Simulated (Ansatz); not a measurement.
# NiO: starts and ends of a spin-polarised SCF

Aim: see which self-consistent states NiO reaches from different starts at one fixed geometry, and which of them is lowest. We look at NiO: its deposited structure (space group Fm-3m, primitive cell doubled), with 4 atoms per cell. Source: COD entry 4320493; the sample's temperature and pressure aren't taken into account.

Computed with Ansatz 0.2.0 (DFT PBE+U, PAW, plane waves, scalar-relativistic; U − J = 6.2 eV on Ni d, unless a step's input says otherwise).

## 1. The system as given

The structure is cubic, space group Fm-3m (No. 225). Conventional cell: a = 4.190 Å, b = 4.190 Å, c = 4.190 Å, α = 90.00°, β = 90.00°, γ = 90.00°. Ni (site symmetry m-3m) is surrounded by 6 O at 2.10 Å. O (site symmetry m-3m) has 6 Ni at 2.10 Å as nearest neighbours.

As a file:

```xyz
4
Lattice="4.1901 2.0950 2.0950 2.0950 4.1901 2.0950 2.0950 2.0950 4.1901" Properties=species:S:1:pos:R:3 pbc="T T T"
Ni    0.0000    0.0000    0.0000
Ni    4.1901    4.1901    4.1901
O     2.0950    2.0950    2.0950
O     6.2851    6.2851    6.2851
```

Atoms are counted from 1 in the order of input.yaml (O4 and so on).

Planned first: parallel moments, plain SCF; opposed moments +-, plain SCF; no spin polarisation; spin on, no moments given (the program may seed its own), plain SCF. What is tried next depends on their ends.

A plain SCF has the search for lower states switched off and ends at the first converged state. Ends within 0.2 meV/atom and 0.1 μB count as one state.

The total moment includes the space between the atomic spheres.

## 2. Parallel moments, plain SCF

input.yaml

```yaml
crystal:
  lattice:
    - [4.19006, 2.09503, 2.09503]
    - [2.09503, 4.19006, 2.09503]
    - [2.09503, 2.09503, 4.19006]
  atoms:
    - { symbol: Ni, position: [0.0, 0.0, 0.0], spin: 2.0 }
    - { symbol: Ni, position: [0.5, 0.5, 0.5], spin: 2.0 }
    - { symbol: O, position: [0.25, 0.25, 0.25] }
    - { symbol: O, position: [0.75, 0.75, 0.75] }
magnetization:
  spin_polarized: true
hamiltonian:
  xc: pbe
  pseudopotentials: { kind: paw }
  hubbard: { sites: [{ species: Ni, l: d, u_eff: 6.2 }] }
basis:
  ecutwfc: 420
kpoints:
  mp_grid: { grid: [8, 8, 8] }
scf:
  occupations: { method: fermi_dirac, width: 0.05 }
  lower_state_search: "off"
output:
  forces: true
  stress: true
```

The program printed, shortened:

```text
basis.fft_grid_basis auto: the FFT boxes are laid along the combinations [[1, 0, -1], [0, 1, -1], [0, 0, 1]] of the cell's own vectors, 2.963, 2.963 and 5.132 Å long. The dense box has 20×20×36 points. Along the cell's own vectors, as sized, it would have 36×36×36, 3.24 times as many. [...]
Ni: projections on atomic orbitals take those of the free atom [Ne] 3s2 3p6 3d8 4s2, of charge +0.00 (hamiltonian.pseudopotentials.projection_atoms); the dataset's partial waves leave at most 1.6e-6 of an orbital's norm unspanned inside its sphere
O: projections on atomic orbitals take those of the free atom [He] 2s2 2p4, of charge +0.00 (hamiltonian.pseudopotentials.projection_atoms); the dataset's partial waves leave at most 1.9e-8 of an orbital's norm unspanned inside its sphere
[...]
Pseudopotentials: kind: paw
Pseudopotential: Ni, paw, valence charge 18, recommended cutoff 420 eV (normal), Ni.paw.azcp
Pseudopotential: O, paw, valence charge 6, recommended cutoff 420 eV (normal), O.paw.azcp
Functional definition: PBE
[...]
Crystal: 4 atoms, lattice volume = 36.782 Å³
Basis set: ecut = 420 eV, 707 PW (Γ), FFT grids on a1−a3, a2−a3, a3, exchange–correlation on 40×40×72 points (8 copies of the dense FFT grid, shifted against one another)
Bands: 32, of which v1, the nominal top of the filled ones, is band 24 counted from 1 (23 counted from 0)
Symmetry: 24 space group operations
[...]
spin=Collinear: Kerker preconditioning applied to the charge; magnetization (m = ρ↑ − ρ↓) channel mixes plain (no charge-response kernel on spin).
[...]
spin-set hold released at iteration 2 (the charge has settled, or the pull on large starting moments outlasts its swing): the magnetisation degrees of freedom join the quasi-Newton model from the next iteration; the mixer history was flushed
[...]
SCF iter  12: F=-12809.385625 eV  HF=-12809.385625 eV  |F-HF|=1.36e-9  |Δ(HF+E_count)|=   6.92e-8  Δρ=4.27e-6 (↑1.11e-6 ↓4.27e-6)  dr2=5.31e-9  dr2_m=1.24e-9  M=4.000 μB ∫|m|=4.015 μB  ethr=2.08e-10  ⟨swp⟩=4.0  Hψ=13852  notcnv=0
[...]
SCF converged after 12 iterations
Magnetization: 4.0000 μB (26.0000 up, 22.0000 down)
Absolute magnetization: 4.0125 μB (∫|ρ↑−ρ↓|, with the PAW one-centre terms)
Spin contamination: 0.0029 ħ² per cell (⟨S²⟩ above its minimum at these occupations)
Per-site moments (μB) at R_I (Å): [(1.7235506602030068, 0.8641998750000001), (1.723550660203006, 0.8641998749999998), (0.20213358836808035, 0.8641998750000001), (0.20213358836808004, 0.8641998749999998)]
Free energy (F): -12809.385625 eV
[...]
E sigma→0 (E₀):  -12809.385625 eV
Fermi energy:    14.696300 eV
[...]
--- Forces (eV/Å), atoms counted from 1 ---
  atom   1  Ni    -0.00000000    -0.00000000     0.00000000
  atom   2  Ni     0.00000000     0.00000000     0.00000000
  atom   3  O      0.00000000     0.00000000    -0.00000000
  atom   4  O      0.00000000     0.00000000    -0.00000000
[...]
--- Stress (GPa, compression-positive) ---
       11.254581      -0.000512      -0.000512
       -0.000512      11.254581      -0.000512
       -0.000512      -0.000512      11.254581
  P = ⅓ Tr σ = 11.2546 GPa (112.546 kbar)
Occupation matrices written to <dir>
```

It took 4.1 s on 2 threads of an x86-64 CPU, shared host; peak memory 0.49 GiB.

End: ferromagnetic, site moments Ni1 1.72, Ni2 1.72, O3 0.20, O4 0.20 μB, total 4.00 μB per cell, a gap of 2.22 eV on the k-mesh.

## 3. Opposed moments +-, plain SCF

Changes to input.yaml since step 2:

```diff
@@ -7,3 +7,3 @@
     - { symbol: Ni, position: [0.0, 0.0, 0.0], spin: 2.0 }
-    - { symbol: Ni, position: [0.5, 0.5, 0.5], spin: 2.0 }
+    - { symbol: Ni, position: [0.5, 0.5, 0.5], spin: -2.0 }
     - { symbol: O, position: [0.25, 0.25, 0.25] }
```

The program printed:

```text
[... 15 lines as in an earlier run ...]
Symmetry: 12 space group operations
Space group: R-3m (ITA 166), of the structure as read, at distance tolerance 3.3e-5 Å
Magnetic group: BNS 166.102 (UNI 1332), of the structure as read, at distance tolerance 3.3e-5 Å
[... 7 lines as in an earlier run ...]
Starting moments: Σ|m| = 4 μB on 2 of 4 sites
Starting magnetic order: antiferromagnet; a translation exchanges its spin sublattices: spin-degenerate at every k-point
[... 2 lines as in an earlier run ...]
spin-down is spin-up translated by (0.5, 0.5, 0.5): one eigenproblem is solved per k-point and the antiferromagnetic symmetry of the starting moments is kept exactly by this SCF (crystal.symmetry.spin_inversion_symmetry: false solves both channels; [...]
SCF iter   1: F=—  HF=-12811.629794 eV  |F-HF|=—  |Δ(HF+E_count)|=         —  Δρ=2.86e-1 (↑2.86e-1 ↓2.86e-1)  dr2=6.25e1  dr2_m=9.13e0  M=0.000 μB ∫|m|=1.009 μB  β_m=0.30  ethr=3.10e-3  ⟨swp⟩=5.4  Hψ=7487  notcnv=0  defer=25
preconditioner: auto → Kerker (q_TF=auto, 2.852 Å⁻¹)  [metal: Δε(μ)=0.010 eV  Ē_g=14.848 eV  σ=0.050 eV  W_gap=0.05  n_scr=16 (ndim 8)  ℏωp=34.6 eV  f_vac=0.000  D(μ)=3.03/eV (n_scr^D=28)]
[... 1 line as in an earlier run ...]
SCF iter   2: F=—  HF=-12805.527974 eV  |F-HF|=—  |Δ(HF+E_count)|=    6.10e0  Δρ=7.74e-2 (↑7.74e-2 ↓7.74e-2)  dr2=1.17e0  dr2_m=1.03e0  M=0.000 μB ∫|m|=3.076 μB  β_m=0.30  ethr=3.10e-3  ⟨swp⟩=4.0  Hψ=5266  notcnv=0  defer=122
Mixer restart at iter 2: flushing history
preconditioner: auto → none  [insulator: Δε(μ)=0.639 eV  Ē_g=13.903 eV  σ=0.050 eV  W_gap=0.99  n_scr=16 (ndim 8)  ℏωp=34.6 eV  f_vac=0.000  D(μ)=0.01/eV (n_scr^D=0)  ε∞_Penn≈7.2]
[... 1 line as in an earlier run ...]
SCF iter   3: F=—  HF=-12806.881935 eV  |F-HF|=—  |Δ(HF+E_count)|=    1.35e0  Δρ=4.99e-2 (↑4.99e-2 ↓4.99e-2)  dr2=4.13e-1  dr2_m=5.31e-1  M=0.000 μB ∫|m|=3.055 μB  β_m=0.49  ethr=2.44e-3  ⟨swp⟩=3.0  Hψ=4084  notcnv=0  defer=96
SCF iter   4: F=—  HF=-12809.837604 eV  |F-HF|=—  |Δ(HF+E_count)|=    2.96e0  Δρ=7.30e-2 (↑7.30e-2 ↓7.30e-2)  dr2=4.62e0  dr2_m=3.10e-1  M=0.000 μB ∫|m|=3.628 μB  β_m=0.38  ethr=8.61e-4  ⟨swp⟩=3.0  Hψ=4088  notcnv=0  defer=143
SCF iter   5: F=—  HF=-12809.431054 eV  |F-HF|=—  |Δ(HF+E_count)|=   4.07e-1  Δρ=2.77e-2 (↑2.77e-2 ↓2.77e-2)  dr2=3.33e-1  dr2_m=1.66e-1  M=0.000 μB ∫|m|=3.543 μB  β_m=0.69  ethr=8.61e-4  ⟨swp⟩=3.0  Hψ=4487  notcnv=0  defer=202
SCF iter   6: F=—  HF=-12809.630479 eV  |F-HF|=—  |Δ(HF+E_count)|=   1.99e-1  Δρ=1.48e-2 (↑1.48e-2 ↓1.48e-2)  dr2=1.65e-1  dr2_m=7.26e-3  M=0.000 μB ∫|m|=3.574 μB  β_m=0.57  ethr=6.94e-4  ⟨swp⟩=2.9  Hψ=3899  notcnv=0  defer=224
SCF iter   7: F=—  HF=-12809.589746 eV  |F-HF|=—  |Δ(HF+E_count)|=   4.07e-2  Δρ=7.32e-3 (↑7.32e-3 ↓7.32e-3)  dr2=4.91e-2  dr2_m=5.60e-3  M=0.000 μB ∫|m|=3.587 μB  β_m=0.57  ethr=3.43e-4  ⟨swp⟩=2.4  Hψ=3472  notcnv=0  defer=224
SCF iter   8: F=—  HF=-12809.580157 eV  |F-HF|=—  |Δ(HF+E_count)|=   9.59e-3  Δρ=9.15e-4 (↑9.15e-4 ↓9.15e-4)  dr2=6.27e-4  dr2_m=8.18e-5  M=0.000 μB ∫|m|=3.602 μB  β_m=0.78  ethr=1.02e-4  ⟨swp⟩=2.1  Hψ=2839  notcnv=0  defer=224
SCF iter   9: F=—  HF=-12809.580238 eV  |F-HF|=—  |Δ(HF+E_count)|=   8.14e-5  Δρ=4.34e-4 (↑4.34e-4 ↓4.34e-4)  dr2=9.62e-5  dr2_m=2.99e-5  M=0.000 μB ∫|m|=3.603 μB  β_m=0.89  ethr=1.31e-6  ⟨swp⟩=2.0  Hψ=2995  notcnv=0  defer=224
SCF iter  10: F=—  HF=-12809.580294 eV  |F-HF|=—  |Δ(HF+E_count)|=   5.60e-5  Δρ=1.45e-4 (↑1.45e-4 ↓1.45e-4)  dr2=7.38e-6  dr2_m=3.73e-6  M=0.000 μB ∫|m|=3.603 μB  β_m=0.95  ethr=2.00e-7  ⟨swp⟩=2.0  Hψ=2844  notcnv=0  defer=224
SCF iter  11: F=—  HF=-12809.580308 eV  |F-HF|=—  |Δ(HF+E_count)|=   1.36e-5  Δρ=7.43e-5 (↑7.43e-5 ↓7.43e-5)  dr2=3.78e-6  dr2_m=7.31e-7  M=0.000 μB ∫|m|=3.603 μB  β_m=0.91  ethr=1.54e-8  ⟨swp⟩=2.0  Hψ=3340  notcnv=0  defer=224
iter 12 met the thresholds in force, and the SCF goes on: an eigenvalue changes by 1.06 meV, over its tolerance of 0.50 meV (output.eigenvalues, Limitations)
SCF iter  12: F=-12809.580308 eV  HF=-12809.580308 eV  |F-HF|=5.10e-8  |Δ(HF+E_count)|=   7.64e-7  Δρ=1.12e-5 (↑1.12e-5 ↓1.12e-5)  dr2=9.88e-8  dr2_m=1.27e-8  M=0.000 μB ∫|m|=3.603 μB  β_m=0.96  ethr=2.08e-10  ⟨swp⟩=3.9  Hψ=7666  notcnv=0
SCF iter  13: F=-12809.580308 eV  HF=-12809.580308 eV  |F-HF|=5.82e-11  |Δ(HF+E_count)|=   1.53e-8  Δρ=5.15e-7 (↑5.15e-7 ↓5.15e-7)  dr2=1.87e-10  dr2_m=3.73e-11  M=0.000 μB ∫|m|=3.603 μB  ethr=2.06e-10  ⟨swp⟩=3.0  Hψ=6554  notcnv=0
SCF 1 converged in 13 iterations: F = -12809.580308 eV  dr2 = 1.87e-10
SCF converged after 13 iterations
an eigenvalue changed by more than its tolerance at an iteration that met the thresholds in force, so the SCF went on 1 time: the last check found none over its tolerance
Magnetization: 0.0000 μB (24.0000 up, 24.0000 down)
Absolute magnetization: 3.6007 μB (∫|ρ↑−ρ↓|, with the PAW one-centre terms)
Spin contamination: 1.9243 ħ² per cell (⟨S²⟩ above its minimum at these occupations)
Per-site moments (μB) at R_I (Å): [(1.670574054036424, 0.8641998750000001), (-1.6705740540364233, 0.8641998749999998), (3.082481368350841e-16, 0.8641998750000001), (-2.9178079566042196e-16, 0.8641998749999998)]
Free energy (F): -12809.580308 eV
Harris-Foulkes:  -12809.580308 eV  (|F-HF|=5.82e-11)
Internal energy: -12809.580308 eV  (E = F + TS)
E sigma→0 (E₀):  -12809.580308 eV
Fermi energy:    14.435762 eV
--- Per-component energies (eV) ---
  E_band       = -721.331010
  E_kinetic    = 900.404253
  E_local      = -8010.085295  (includes V_loc(G=0)·N_el)
  E_nonlocal   = 1380.702148
  E_hartree    = 3290.353385
  E_xc         = -312.262805
  E_vxc        = -400.533011  (∫ρ·V_xc dr)
  E_hubbard    = 1.713794  (on-site DFT+U / exact-exchange correction)
  E_vhub       = -47.884830  (the Hubbard potential's part of the band-sum identity)
  E_paw        = -3579.177083  (= ΣΔE_a)
  E_vpaw       = -1124.645624  (= ΣTr[D̂ρ^β])
  E_aug_tail   = 0.005824  (compensation charges beyond the density's cutoff)
  E_ewald      = -6481.234530
  E_smearing   = -0.000000  (= −TS)
  E_closure    = -0.000000  (closes the sum)
  Σ components = -12809.580308   (vs F -12809.580308, Δ=0.00e0)
--- Forces (eV/Å), atoms counted from 1 ---
  atom   1  Ni     0.00000000     0.00000000     0.00000000
  atom   2  Ni    -0.00000000    -0.00000000     0.00000000
  atom   3  O      0.00000000     0.00000000     0.00000000
  atom   4  O     -0.00000000    -0.00000000    -0.00000000
  max |Σ_I F_I| component: 1.01e-28 eV/Å
--- Stress (GPa, compression-positive) ---
        8.614872      -0.093108      -0.093108
       -0.093108       8.614872      -0.093108
       -0.093108      -0.093108       8.614872
  P = ⅓ Tr σ = 8.6149 GPa (86.149 kbar)
Occupation matrices written to <dir>
```

Run time: 3.3 s. Hardware: 2 threads of an x86-64 CPU, shared host; peak memory 0.49 GiB.

The state reached is antiferromagnetic (magnetic neighbours of Ni1 with a moment over 0.3 of its own that point the other way: 6 of 12 at 2.96 Å, 6 of 6 at 4.19 Å), site moments Ni1 1.67, Ni2 -1.67 μB, total 0.00 μB per cell, a gap of 3.07 eV on the k-mesh. It lies 48.7 meV/atom below the lowest state so far (step 2).

## 4. No spin polarisation

Changes to input.yaml since step 3:

```diff
@@ -6,8 +6,6 @@
   atoms:
-    - { symbol: Ni, position: [0.0, 0.0, 0.0], spin: 2.0 }
-    - { symbol: Ni, position: [0.5, 0.5, 0.5], spin: -2.0 }
+    - { symbol: Ni, position: [0.0, 0.0, 0.0] }
+    - { symbol: Ni, position: [0.5, 0.5, 0.5] }
     - { symbol: O, position: [0.25, 0.25, 0.25] }
     - { symbol: O, position: [0.75, 0.75, 0.75] }
-magnetization:
-  spin_polarized: true
 hamiltonian:
```

The program printed, shortened:

```text
[... 14 lines as in an earlier run ...]
Bands: 28, of which v1, the nominal top of the filled ones, is band 24 counted from 1 (23 counted from 0)
[... 8 lines as in an earlier run ...]
[...]
[... 2 lines as in an earlier run ...]
SCF iter   1: F=—  HF=-12815.316251 eV  |F-HF|=—  |Δ(HF+E_count)|=         —  Δρ=5.18e-1  dr2=7.73e1  ethr=3.10e-3  ⟨swp⟩=4.5  Hψ=6083  notcnv=0
[...]
SCF iter  11: F=-12805.259393 eV  HF=-12805.259393 eV  |F-HF|=8.55e-10  |Δ(HF+E_count)|=   1.93e-9  Δρ=1.94e-6  dr2=9.19e-10  ethr=9.96e-11  ⟨swp⟩=2.2  Hψ=6115  notcnv=0
the last iteration of the SCF fills more bands at one k-point than at another: 22 at k=4 and 25 at k=23 (a band counts as filled where it holds over half of its capacity, the bands of one level by their mean; [...]
SCF converged after 11 iterations
Free energy (F): -12805.259393 eV
[...]
E sigma→0 (E₀):  -12805.240180 eV
Entropy (-TS):   -0.038427 eV (-9.607 meV/atom)
Fermi energy:    13.761143 eV
[...]
--- Forces (eV/Å), atoms counted from 1 ---
  atom   1  Ni    -0.00000000     0.00000000     0.00000000
  atom   2  Ni     0.00000000     0.00000000     0.00000000
  atom   3  O      0.00000000     0.00000000     0.00000000
  atom   4  O      0.00000000     0.00000000     0.00000000
[...]
--- Stress (GPa, compression-positive) ---
       -3.259652      -0.010471      -0.010471
       -0.010471      -3.259652      -0.010471
       -0.010471      -0.010471      -3.259652
  P = ⅓ Tr σ = -3.2597 GPa (-32.597 kbar)
Occupation matrices written to <dir>
```

Run time: 2.2 s. Hardware: 2 threads of an x86-64 CPU, shared host; peak memory 0.43 GiB.

Result: non-magnetic (no spin polarisation), no gap on the k-mesh. It lies 1080 meV/atom above the lowest state so far (step 3).

## 5. Spin on, no moments given (the program may seed its own), plain SCF

Changes to input.yaml since step 4:

```diff
@@ -24 +24,3 @@
   stress: true
+magnetization:
+  spin_polarized: true
```

The program printed, shortened:

```text
[... 3 lines as in an earlier run ...]
band count auto-derived: 30 (N_el = 48.0; filled up to band 24; 29 by the electrons, moments and atoms)
[... 11 lines as in an earlier run ...]
Bands: 30, of which v1, the nominal top of the filled ones, is band 24 counted from 1 (23 counted from 0)
[... 11 lines as in an earlier run ...]
SCF iter   1: F=—  HF=-12815.317431 eV  |F-HF|=—  |Δ(HF+E_count)|=         —  Δρ=2.59e-1 (↑2.59e-1 ↓2.59e-1)  dr2=7.73e1  dr2_m=0.00e0  M=0.000 μB ∫|m|=0.000 μB  β_m=0.30  ethr=3.10e-3  ⟨swp⟩=5.5  Hψ=6726  notcnv=0  defer=2
[...]
[... 1 line as in an earlier run ...]
[...]
SCF iter  12: F=-12809.385625 eV  HF=-12809.385625 eV  |F-HF|=1.32e-9  |Δ(HF+E_count)|=   1.54e-7  Δρ=8.12e-6 (↑5.64e-6 ↓8.12e-6)  dr2=7.74e-9  dr2_m=1.37e-8  M=4.000 μB ∫|m|=4.015 μB  ethr=2.08e-10  ⟨swp⟩=3.2  Hψ=15334  notcnv=0
[...]
SCF converged after 12 iterations
Magnetization: 4.0000 μB (26.0000 up, 22.0000 down)
Absolute magnetization: 4.0125 μB (∫|ρ↑−ρ↓|, with the PAW one-centre terms)
Spin contamination: 0.0029 ħ² per cell (⟨S²⟩ above its minimum at these occupations)
Per-site moments (μB) at R_I (Å): [(1.7235471019845008, 0.8641998750000001), (1.7235471019845001, 0.8641998749999998), (0.20213473808326846, 0.8641998750000001), (0.20213473808326848, 0.8641998749999998)]
Free energy (F): -12809.385625 eV
[...]
E sigma→0 (E₀):  -12809.385625 eV
Fermi energy:    14.696273 eV
[... 28 lines left out: energy terms, forces, stress ...]
Occupation matrices written to <dir>
```

Run time: 5.2 s. Hardware: 2 threads of an x86-64 CPU, shared host; peak memory 0.48 GiB.

Nothing new: the 12 iterations lead to the state found in step 2 (ferromagnetic).

## 6. Parallel moments scaled by 0.03, plain SCF

Changes to input.yaml since step 5:

```diff
@@ -6,6 +6,8 @@
   atoms:
-    - { symbol: Ni, position: [0.0, 0.0, 0.0] }
-    - { symbol: Ni, position: [0.5, 0.5, 0.5] }
+    - { symbol: Ni, position: [0.0, 0.0, 0.0], spin: 0.06 }
+    - { symbol: Ni, position: [0.5, 0.5, 0.5], spin: 0.06 }
     - { symbol: O, position: [0.25, 0.25, 0.25] }
     - { symbol: O, position: [0.75, 0.75, 0.75] }
+magnetization:
+  spin_polarized: true
 hamiltonian:
@@ -24,3 +26 @@
   stress: true
-magnetization:
-  spin_polarized: true
```

The program printed, shortened:

```text
[... 14 lines as in an earlier run ...]
Bands: 29, of which v1, the nominal top of the filled ones, is band 24 counted from 1 (23 counted from 0)
[... 10 lines as in an earlier run ...]
Starting moments: Σ|m| = 0.12 μB on 2 of 4 sites
[... 2 lines as in an earlier run ...]
SCF iter   1: F=—  HF=-12815.313913 eV  |F-HF|=—  |Δ(HF+E_count)|=         —  Δρ=2.64e-1 (↑2.54e-1 ↓2.64e-1)  dr2=7.73e1  dr2_m=9.61e-3  M=0.026 μB ∫|m|=0.027 μB  β_m=0.30  ethr=3.10e-3  ⟨swp⟩=5.1  Hψ=12727  notcnv=0
[...]
[... 1 line as in an earlier run ...]
[...]
spin-set hold released at iteration 11 (site moments contracting): the magnetisation degrees of freedom join the quasi-Newton model from the next iteration; the mixer history was flushed
[...]
SCF iter  20: F=-12809.385625 eV  HF=-12809.385625 eV  |F-HF|=1.47e-10  |Δ(HF+E_count)|=   8.45e-9  Δρ=6.62e-7 (↑6.62e-7 ↓5.76e-7)  dr2=3.88e-10  dr2_m=1.38e-11  M=4.000 μB ∫|m|=4.015 μB  ethr=2.68e-11  ⟨swp⟩=1.8  Hψ=10257  notcnv=0
[...]
SCF converged after 20 iterations
an eigenvalue changed by more than its tolerance at an iteration that met the thresholds in force, so the SCF went on 1 time: the last check found none over its tolerance
Magnetization: 4.0000 μB (26.0000 up, 22.0000 down)
Absolute magnetization: 4.0125 μB (∫|ρ↑−ρ↓|, with the PAW one-centre terms)
Spin contamination: 0.0029 ħ² per cell (⟨S²⟩ above its minimum at these occupations)
Per-site moments (μB) at R_I (Å): [(1.7235488467090088, 0.8641998750000001), (1.723548846709008, 0.8641998749999998), (0.2021375764653397, 0.8641998750000001), (0.2021375764653394, 0.8641998749999998)]
Free energy (F): -12809.385625 eV
[...]
E sigma→0 (E₀):  -12809.385625 eV
Fermi energy:    14.696300 eV
[... 28 lines left out: energy terms, forces, stress ...]
Occupation matrices written to <dir>
```

Wall time 6.9 s (2 threads of an x86-64 CPU, shared host); peak memory 0.48 GiB.

Nothing new: the 20 iterations lead to the state found in step 2 (ferromagnetic).

## 7. Moments +- scaled by 0.65, plain SCF

Changes to input.yaml since step 6:

```diff
@@ -6,4 +6,4 @@
   atoms:
-    - { symbol: Ni, position: [0.0, 0.0, 0.0], spin: 0.06 }
-    - { symbol: Ni, position: [0.5, 0.5, 0.5], spin: 0.06 }
+    - { symbol: Ni, position: [0.0, 0.0, 0.0], spin: 1.3 }
+    - { symbol: Ni, position: [0.5, 0.5, 0.5], spin: -1.3 }
     - { symbol: O, position: [0.25, 0.25, 0.25] }
```

The program printed, shortened:

```text
[... 14 lines as in an earlier run ...]
Bands: 31, of which v1, the nominal top of the filled ones, is band 24 counted from 1 (23 counted from 0)
[... 10 lines as in an earlier run ...]
Starting moments: Σ|m| = 2.6 μB on 2 of 4 sites
Starting magnetic order: antiferromagnet; a translation exchanges its spin sublattices: spin-degenerate at every k-point
[... 3 lines as in an earlier run ...]
SCF iter   1: F=—  HF=-12813.746551 eV  |F-HF|=—  |Δ(HF+E_count)|=         —  Δρ=2.72e-1 (↑2.72e-1 ↓2.72e-1)  dr2=7.16e1  dr2_m=3.95e0  M=0.000 μB ∫|m|=0.596 μB  β_m=0.30  ethr=3.10e-3  ⟨swp⟩=5.3  Hψ=7085  notcnv=0  defer=19
[...]
[... 1 line as in an earlier run ...]
[...]
spin-set hold released at iteration 7 (site moments contracting): the magnetisation degrees of freedom join the quasi-Newton model from the next iteration; the mixer history was flushed
[...]
SCF iter  15: F=-12809.580308 eV  HF=-12809.580308 eV  |F-HF|=6.74e-9  |Δ(HF+E_count)|=   1.40e-6  Δρ=5.91e-6 (↑5.91e-6 ↓5.91e-6)  dr2=4.59e-9  dr2_m=8.97e-9  M=0.000 μB ∫|m|=3.603 μB  ethr=2.08e-10  ⟨swp⟩=4.9  Hψ=7049  notcnv=0
[...]
SCF converged after 15 iterations
Magnetization: 0.0000 μB (24.0000 up, 24.0000 down)
Absolute magnetization: 3.6006 μB (∫|ρ↑−ρ↓|, with the PAW one-centre terms)
Spin contamination: 1.9243 ħ² per cell (⟨S²⟩ above its minimum at these occupations)
Per-site moments (μB) at R_I (Å): [(1.6705753123726226, 0.8641998750000001), (-1.6705753123726221, 0.8641998749999998), (3.018471783079349e-16, 0.8641998750000001), (-2.8537663680323365e-16, 0.8641998749999998)]
Free energy (F): -12809.580308 eV
[...]
E sigma→0 (E₀):  -12809.580308 eV
Fermi energy:    14.435777 eV
[... 28 lines left out: energy terms, forces, stress ...]
Occupation matrices written to <dir>
```

It took 3.2 s on 2 threads of an x86-64 CPU, shared host; peak memory 0.49 GiB.

The run ends in the same state as step 3 (antiferromagnetic); it took 15 iterations.

(Part 1 of 2 ends here.)
